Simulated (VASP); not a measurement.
# Zn (I4/mmm) in VASP: a series of runs

One crystal, Zn, is run at these levels: PBE; tasks: single point.

Program: VASP 6.6.1. These are calculated values, not measurements. Logs are shortened: lines on timing, memory, paths and dates and some standing lists are left out, and cuts for length are marked.

### Step 1. The cell of the first run

Symmetry: I4/mmm, No. 139, tetragonal system. The conventional cell has a = 3.044 Å, b = 3.044 Å, c = 3.091 Å, α = 90.00°, β = 90.00°, γ = 90.00°. Zn (site symmetry 4/mmm) has 12 Zn at 2.65 to 3.04 Å as nearest neighbours.

This isn't the form of Zn at room conditions, which is hcp.

### Step 2. Single point, PBE (strain -0.030 along x and y, -0.015 along z, atoms carried along)

INCAR

```
PREC     = Accurate       # precision mode
ENCUT    = 520            # plane-wave cutoff, eV
EDIFF    = 1E-6           # SCF threshold, eV
ISMEAR   = 0              # smearing method
SIGMA    = 0.15           # smearing width, eV
LREAL    = False          # projectors in reciprocal space
LASPH    = True           # aspherical terms in the spheres
NELM     = 100            # most SCF steps
ALGO     = Fast           # electronic algorithm
ISIF     = 2              # what is computed and relaxed
LWAVE    = False          # write WAVECAR
LCHARG   = False          # write CHGCAR
GGA      = PE             # functional
NBANDS   = 12             # bands
```

KPOINTS

```
regular mesh
0
Gamma
  22 22 22
```

POSCAR

```
Zn
1.0
   -1.5219658900      1.5219658900      1.5455014450
    1.5219658900     -1.5219658900      1.5455014450
    1.5219658900      1.5219658900     -1.5455014450
Zn
1
Direct
    0.0000000000      0.0000000000      0.0000000000
```

Potentials or basis: VASP PAW PBE potentials, release 64 (Zn).

Launch:

```
cat potpaw_PBE.64/Zn/POTCAR > POTCAR
mpirun -np 1 vasp_std > vasp.out
```

OUTCAR:

```text
PREC = Accurate
   ENCUT = 520
   EDIFF = 1E-6
   ISMEAR = 0
   LREAL = False
   LASPH = True
   NELM = 100
   ISIF = 2
   GGA = PE

 ion  position               nearest neighbor table
   1  0.000  0.000  0.000-

  LATTYP: Found a body centered tetragonal cell.
 ALAT       =     3.0439317800
 C/A-ratio  =     1.0154639175

  Lattice vectors:

 A1 = (  -1.5219658900,   1.5219658900,   1.5455014450)
 A2 = (   1.5219658900,  -1.5219658900,   1.5455014450)
 A3 = (   1.5219658900,   1.5219658900,  -1.5455014450)

Analysis of symmetry for initial positions (statically):
=====================================================================
 Subroutine PRICEL returns:
 Original cell was already a primitive cell.

 Routine SETGRP: Setting up the symmetry group for a
 body centered tetragonal supercell.

 Subroutine GETGRP returns: Found 16 space group operations
 (whereof 16 operations were pure point group operations)
 out of a pool of 16 trial point group operations.

The static configuration has the point symmetry D_4h.

Analysis of symmetry for dynamics (positions and initial velocities):
=====================================================================
 Subroutine PRICEL returns:
 Original cell was already a primitive cell.

 Routine SETGRP: Setting up the symmetry group for a
 body centered tetragonal supercell.

 Subroutine GETGRP returns: Found 16 space group operations
 (whereof 16 operations were pure point group operations)
 out of a pool of 16 trial point group operations.

The dynamic configuration has the point symmetry D_4h.

 Subroutine INISYM returns: Found 16 space group operations
 (whereof 16 operations are pure point group operations),
 and found     1 'primitive' translations

----------------------------------------------------------------------------------------

                                     Primitive cell

  volume of cell :      14.3199

  direct lattice vectors                    reciprocal lattice vectors
    -1.521965890  1.521965890  1.545501445     0.000000000  0.328522474  0.323519594
     1.521965890 -1.521965890  1.545501445     0.328522474  0.000000000  0.323519594
     1.521965890  1.521965890 -1.545501445     0.328522474  0.328522474  0.000000000

  length of vectors
     2.649780190  2.649780190  2.649780190     0.461076939  0.461076939  0.464600939

  position of ions in fractional coordinates (direct lattice)
     0.000000000  0.000000000  0.000000000

  ion indices of the primitive-cell ions
   primitive index   ion index
                 1           1

----------------------------------------------------------------------------------------

 KPOINTS: regular mesh

Automatic generation of k-mesh.
 Grid dimensions read from file:
 generate k-points for:   22   22   22

 Generating k-lattice:

  Cartesian coordinates                     Fractional coordinates (reciprocal lattice)
     0.000000000  0.014932840  0.014705436     0.045454545  0.000000000  0.000000000
     0.014932840  0.000000000  0.014705436     0.000000000  0.045454545  0.000000000
     0.014932840  0.014932840  0.000000000     0.000000000  0.000000000  0.045454545

  Length of vectors
     0.020958043  0.020958043  0.021118224

  Shift w.r.t. Gamma in fractional coordinates (k-lattice)
     0.000000000  0.000000000  0.000000000

 Subroutine IBZKPT returns following result:
 ===========================================

 Found    834 irreducible k-points:

 Following reciprocal coordinates:
            Coordinates               Weight
  0.000000  0.000000  0.000000      1.000000
  0.045455  0.000000  0.000000      8.000000
  0.090909  0.000000  0.000000      8.000000
  0.136364  0.000000  0.000000      8.000000
  0.181818  0.000000  0.000000      8.000000
  0.227273  0.000000  0.000000      8.000000
[... 16 lines left out ...]
  0.500000  0.045455  0.000000     16.000000
 -0.454545  0.045455  0.000000     16.000000
 [... further k-points ...]
   k-points           NKPTS =    834   k-points in BZ     NKDIM =    834   number of bands    NBANDS=     12
   number of dos      NEDOS =    301   number of ions     NIONS =      1
   total plane-waves  NPLWV =   8000
   dimension x,y,z NGX =    20 NGY =   20 NGZ =   20
   dimension x,y,z NGXF=    40 NGYF=   40 NGZF=   40
   ions per type =               1
   NGX,Y,Z   is equivalent  to a cutoff of  12.55, 12.55, 12.55 a.u.
   NGXF,Y,Z  is equivalent  to a cutoff of  25.10, 25.10, 25.10 a.u.
 SYSTEM =  unknown system
   PREC   = accura    normal or accurate (medium, high low for compatibility)
   ISTART =      0    job   : 0-new  1-cont  2-samecut
   ICHARG =      2    charge: 1-file 2-atom 10-const
   ISPIN  =      1    spin polarized calculation?
   LNONCOLLINEAR =      F non collinear calculations
   LSORBIT =      F    spin-orbit coupling
   LASPH  =      T    aspherical Exc in radial PAW
   ENCUT  =  520.0 eV  38.22 Ry    6.18 a.u.   4.93  4.93  4.93*2*pi/ulx,y,z
   NELM   =    100;   NELMIN=  2; NELMDL= -5     # of ELM steps
   EDIFF  = 0.1E-05   stopping-criterion for ELM
   LREAL  =      F    real-space projection
   EDIFFG = 0.1E-04   stopping-criterion for IOM
   NSW    =      0    number of steps for IOM
   IBRION =     -1    ionic relax: 0-MD 1-quasi-New 2-CG
   NFREE  =      0    steps in history (QN), initial steepest desc. (CG)
   ISIF   =      2    stress and relaxation
   ISYM   =      2    0-nonsym 1-usesym 2-fastsym
   POTIM  = 0.5000    time-step for ionic-motion
   TEBEG  =    0.0;   TEEND  =   0.0 temperature during run
   PSTRESS=    0.0 pullay stress
   NELECT =      12.0000    total number of electrons
   NUPDOWN=      -1.0000    fix difference up-down
   EMIN   =  10.00;   EMAX   =-10.00  energy-range for DOS
   EFERMI =   0.00;   METHOD = LEGACY
   ISMEAR =     0;   SIGMA  =   0.15  broadening in eV -4-tet -1-fermi 0-gaus
   EFERMI_NEDOS =   21; number of points for ismear=-14 and -15
   IALGO  =     68    algorithm
   IMIX   =      4    mixing-type and parameters
     AMIX     =   0.40;   BMIX     =  1.00
     AMIX_MAG =   1.60;   BMIX_MAG =  1.00
  volume/ion in A,a.u.               =      14.32        96.64
  Fermi-wavevector in a.u.,A,eV,Ry     =   1.543437  2.916673 32.411757  2.382197
  Thomas-Fermi vector in A             =   2.649100
   LORBIT       =      0    0 simple, 1 ext, 2 COOP (PROOUT), +10 PAW based schemes
   GGA     = PE    functional components
   LHFCALC =     F    Hartree Fock is set to
   AEXX    =    0.0000 exact exchange contribution
   IVDW    =     0    specifies the selected vdW correction
   LEPSILON=     F    determine dielectric tensor
   LRPA    =     F    only Hartree local field effects (RPA)
 non-spin polarized calculation
 RMM-DIIS sequential band-by-band and
 Gauss-broadening in eV      SIGMA  =   0.15
  energy-cutoff  :      520.00
  volume of cell :       14.32
 maximum number of plane-waves:       403
   NGX =  9   NGY =  9   NGZ =  9

 number of electron      11.9999988 magnetization

 Free energy of the ion-electron system (eV)
  ---------------------------------------------------
  ext. energy  EPLUGINS =         0.00000000
  ---------------------------------------------------
  free energy    TOTEN  =        -1.00602948 eV

  energy without entropy =       -1.00191421  energy(sigma->0) =       -1.00397184

 E-fermi :   3.7615     XC(G=0): -11.8850

 val. band max:        3.7561631448   @ k =   0.3182   0.1818   0.1818
 cond. band min:       3.7616869861   @ k =   0.5000   0.0909   0.0000
 fundamental gap:      0.0055238412
 Fermi energy:         3.7614887997

 k-point     1 :       0.0000    0.0000    0.0000
  band No.  band energies     occupation
      1      -7.3135      2.00000
      2      -4.3362      2.00000
      3      -4.3362      2.00000
      4      -4.3052      2.00000
      5      -3.7732      2.00000
      6      -3.7448      2.00000
      7      23.7577      0.00000
      8      23.9459      0.00000
      9      23.9459      0.00000
     10      24.8427      0.00000
     11      25.1899      0.00000
     12      25.1900      0.00000

 k-point     2 :       0.0455    0.0000    0.0000
  band No.  band energies     occupation
      1      -7.2450      2.00000
      2      -4.3349      2.00000
      3      -4.3346      2.00000
      4      -4.2961      2.00000
      5      -3.7784      2.00000
      6      -3.7464      2.00000
      7      22.5731      0.00000
      8      23.3353      0.00000
      9      23.5097      0.00000
     10      24.4185      0.00000
     11      24.6429      0.00000
     12      24.8304      0.00000

 k-point     3 :       0.0909    0.0000    0.0000
  band No.  band energies     occupation
      1      -7.0411      2.00000
      2      -4.3501      2.00000
      3      -4.3296      2.00000
      4      -4.2503      2.00000
      5      -3.7943      2.00000
      6      -3.7483      2.00000
      7      20.2110      0.00000
      8      22.1901      0.00000
      9      22.5969      0.00000
     10      23.7398      0.00000
     11      23.9470      0.00000
     12      24.8377      0.00000
[... 286 lines left out ...]
 k-point    23 :       0.5000    0.0455    0.0000
  band No.  band energies     occupation
      1      -5.0688      2.00000
      2      -4.6543      2.00000
      3      -3.8056      2.00000
      4      -3.7309      2.00000
      5      -3.4100      2.00000
      6       0.5164      2.00000
      7       3.0415      2.00000
      8      15.1640      0.00000
      9      16.5388      0.00000
     10      20.3140      0.00000
     11      21.9895      0.00000
     12      30.9882      0.00000

 k-point    24 :      -0.4545    0.0455    0.0000
  band No.  band energies     occupation
      1      -5.0587      2.00000
      2      -4.6411      2.00000
      3      -3.8147      2.00000
      4      -3.7302      2.00000
      5      -3.4537      2.00000
      6      -0.5721      2.00000
      7       4.3985      0.00000
      8      15.3484      0.00000
      9      16.6813      0.00000
     10      20.4149      0.00000
     11      22.0410      0.00000
     12      29.9689      0.00000

 [... further k-points ...]

------------------------ aborting loop because EDIFF is reached ----------------------------------------

  FORCE on cell =-STRESS in cart. coord.  units (eV):
  Direction    XX          YY          ZZ          XY          YZ          ZX
  --------------------------------------------------------------------------------------
  -------------------------------------------------------------------------------------
  Total        0.5094483      0.5094483      0.5947008      0.0000000     -0.0000000      0.0000000
  in kB       56.9995577     56.9995577     66.5380157      0.0000000     -0.0000000      0.0000000
  external PRESSURE =      60.1790437 kB  Pullay stress =       0.0000000 kB

 VOLUME and BASIS-vectors are now :
 -----------------------------------------------------------------------------
  energy-cutoff  :      520.00
  volume of cell :       14.32
      direct lattice vectors                 reciprocal lattice vectors
    -1.521965890  1.521965890  1.545501445     0.000000000  0.328522474  0.323519594
     1.521965890 -1.521965890  1.545501445     0.328522474  0.000000000  0.323519594
     1.521965890  1.521965890 -1.545501445     0.328522474  0.328522474  0.000000000

 POSITION                                       TOTAL-FORCE (eV/Angst)
 -----------------------------------------------------------------------------------
      0.00000      0.00000      0.00000        -0.000000      0.000000     -0.000000
 -----------------------------------------------------------------------------------
    total drift:                                0.000000     -0.000000      0.000000

  FREE ENERGIE OF THE ION-ELECTRON SYSTEM (eV)
  ---------------------------------------------------
  free  energy   TOTEN  =        -1.0060294782 eV

  energy  without entropy=       -1.0019142096  energy(sigma->0) =       -1.00397184
```

It took 41 s on 1 thread of Intel Xeon 6975P-C (Granite Rapids), shared host; peak memory 0.24 GiB.

Results:

| Item | Value |
| --- | --- |
| Free energy | -1.0060 eV |
| Pressure | 6.0 GPa |
| Band gap on the k mesh | none (metal or under the smearing width) |

Levels at points of the mesh, in eV from the Fermi level:
```tsv
k point	band 2	band 3	band 4	band 5	band 6	band 7	band 8	band 9	band 10	band 11
(0.00, 0.00, 0.00)	-8.10	-8.10	-8.07	-7.53	-7.51	20.00	20.18	20.18	21.08	21.43
(0.50, 0.00, 0.00)	-8.42	-7.56	-7.48	-7.14	-3.10	-1.01	11.93	13.22	15.92	17.66
(0.50, 0.50, 0.00)	-8.46	-7.53	-7.47	-7.14	-3.01	-0.85	11.58	12.81	15.57	17.31
(0.50, 0.50, 0.50)	-8.74	-7.23	-7.23	-7.23	3.88	4.37	4.37	8.11	8.76	8.86
```

### Step 3. Single point, PBE (strain +0.030 along x and y, +0.030 along z, atoms carried along)

INCAR

```
SYSTEM = Zn
ALGO = Normal
EDIFF = 1E-6
ENCUT = 520
GGA = PE
ISIF = 2
ISMEAR = 0
LASPH = .TRUE.
LCHARG = .TRUE.
LELF = .TRUE.
LREAL = .FALSE.
LVHAR = .TRUE.
LWAVE = .FALSE.
NBANDS = 12
NELM = 100
PREC = Accurate
SIGMA = 0.15
```

KPOINTS

```
k-points
0
G
  22 22 22
  0 0 0
```

POSCAR

```
Zn
1.0
   -1.6161081100      1.6161081100      1.6161081100
    1.6161081100     -1.6161081100      1.6161081100
    1.6161081100      1.6161081100     -1.6161081100
Zn
1
Direct
    0.0000000000      0.0000000000      0.0000000000
```

Potentials or basis: VASP PAW PBE potentials, release 64 (Zn).

Launch:

```
cat potpaw_PBE.64/Zn/POTCAR > POTCAR
mpirun -np 1 vasp_std > vasp.out
```

OUTCAR:

```text
SYSTEM = Zn
   EDIFF = 1E-6
   ENCUT = 520
   GGA = PE
   ISIF = 2
   ISMEAR = 0
   LASPH = .TRUE.
   LREAL = .FALSE.
   NELM = 100
   PREC = Accurate

 ion  position               nearest neighbor table
   1  0.000  0.000  0.000-

  LATTYP: Found a body centered cubic cell.
 ALAT       =     3.2322162200

  Lattice vectors:

 A1 = (  -1.6161081100,   1.6161081100,   1.6161081100)
 A2 = (   1.6161081100,  -1.6161081100,   1.6161081100)
 A3 = (   1.6161081100,   1.6161081100,  -1.6161081100)

Analysis of symmetry for initial positions (statically):
=====================================================================
 Subroutine PRICEL returns:
 Original cell was already a primitive cell.

 Routine SETGRP: Setting up the symmetry group for a
 body centered cubic supercell.

 Subroutine GETGRP returns: Found 48 space group operations
 (whereof 48 operations were pure point group operations)
 out of a pool of 48 trial point group operations.

The static configuration has the point symmetry O_h .

[... 167 lines left out ...]
 k-point     1 :       0.0000    0.0000    0.0000
  band No.  band energies     occupation
      1      -7.1668      2.00000
      2      -5.0441      2.00000
      3      -5.0441      2.00000
      4      -5.0441      2.00000
      5      -4.6211      2.00000
      6      -4.6211      2.00000
      7      20.0391      0.00000
      8      20.0391      0.00000
      9      20.0391      0.00000
     10      22.4298      0.00000
     11      22.4298      0.00000
     12      22.4298      0.00000
[... 331 lines left out ...]
 k-point    24 :       0.1364    0.0909    0.0000
  band No.  band energies     occupation
      1      -6.0799      2.00000
      2      -5.1038      2.00000
      3      -5.0512      2.00000
      4      -4.7657      2.00000
      5      -4.6852      2.00000
      6      -4.5975      2.00000
      7      13.1900      0.00000
      8      14.4856      0.00000
      9      16.7146      0.00000
     10      20.2271      0.00000
     11      21.0337      0.00000
     12      22.5748      0.00000

 [... further k-points ...]

------------------------ aborting loop because EDIFF is reached ----------------------------------------

  FORCE on cell =-STRESS in cart. coord.  units (eV):
  Direction    XX          YY          ZZ          XY          YZ          ZX
  --------------------------------------------------------------------------------------
  -------------------------------------------------------------------------------------
  Total       -0.4737736     -0.4737736     -0.4737736      0.0000000      0.0000000      0.0000000
  in kB      -44.9583303    -44.9583303    -44.9583303      0.0000000      0.0000000      0.0000000
  external PRESSURE =     -44.9583303 kB  Pullay stress =       0.0000000 kB

 VOLUME and BASIS-vectors are now :
 -----------------------------------------------------------------------------
  energy-cutoff  :      520.00
  volume of cell :       16.88
      direct lattice vectors                 reciprocal lattice vectors
    -1.616108110  1.616108110  1.616108110     0.000000000  0.309385243  0.309385243
     1.616108110 -1.616108110  1.616108110     0.309385243  0.000000000  0.309385243
     1.616108110  1.616108110 -1.616108110     0.309385243  0.309385243  0.000000000

 POSITION                                       TOTAL-FORCE (eV/Angst)
 -----------------------------------------------------------------------------------
      0.00000      0.00000      0.00000        -0.000000      0.000000     -0.000000
 -----------------------------------------------------------------------------------
    total drift:                                0.000000      0.000000     -0.000000

  FREE ENERGIE OF THE ION-ELECTRON SYSTEM (eV)
  ---------------------------------------------------
  free  energy   TOTEN  =        -1.0037344871 eV

  energy  without entropy=       -0.9999347682  energy(sigma->0) =       -1.00183463
```

stdout:

```text
POSCAR found type information on POSCAR Zn
 POSCAR found :  1 types and       1 ions
 scaLAPACK will be used
 LDA part: xc-table for (Slater+PW92), standard interpolation
 POSCAR, INCAR and KPOINTS ok, starting setup
 FFT: planning ... GRIDC
 FFT: planning ... GRID_SOFT
 FFT: planning ... GRID
 WAVECAR not read
 entering main loop
```

It took 17 s on 1 thread of Intel Xeon 6975P-C (Granite Rapids), shared host; peak memory 0.18 GiB.

Results:

* Free energy: -1.0037 eV
* Pressure: -4.5 GPa
* Band gap on the k mesh: none (metal or under the smearing width)

Levels at points of the mesh, in eV from the Fermi level:
```csv
k point,band 4,band 5,band 6,band 7,band 8,band 9
"(0.00, 0.00, 0.00)",-7.49,-7.07,-7.07,17.59,17.59,17.59
"(0.50, 0.00, 0.00)",-7.05,-6.79,-2.26,-1.11,10.60,12.09
"(0.50, 0.50, 0.50)",-6.86,-6.86,4.07,4.07,4.07,6.48
```
